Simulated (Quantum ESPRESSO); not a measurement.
Rh:

```
Rh
1.0
     2.73098    0.00000    0.00000
    -1.36549    2.36510    0.00000
     0.00000    0.00000    4.42849
Rh
2
Direct
  0.33333 0.66667 0.25000
  0.66667 0.33333 0.75000
```

This isn't the form of Rh at room conditions, which is fcc.

Base run:

| Item | Value |
| --- | --- |
| Program | Quantum ESPRESSO 7.5 |
| Functional | PBE |
| Potentials or basis | SSSP 1.3 efficiency PBE |
| Cutoff | 816 eV |
| Density cutoff | 3265 eV |
| k mesh | 11 × 11 × 6 |
| Occupations | fermi-dirac, width 0.05 eV |
| Spin | no spin polarisation |

Its results: band gap on the k mesh none (metal or under the smearing width); pressure -4.0 GPa.

Task: The run is repeated on the same cell with these changes: functional from PBE to PBEsol; potentials or basis from SSSP 1.3 efficiency PBE to GBRV 1.5 PBEsol; cutoff from 816 eV to 612 eV; density cutoff from 3265 eV to 4898 eV; valence electrons from 34 to 30. What comes out?

Result: Band gap on the k mesh none (metal or under the smearing width); pressure -13.2 GPa.
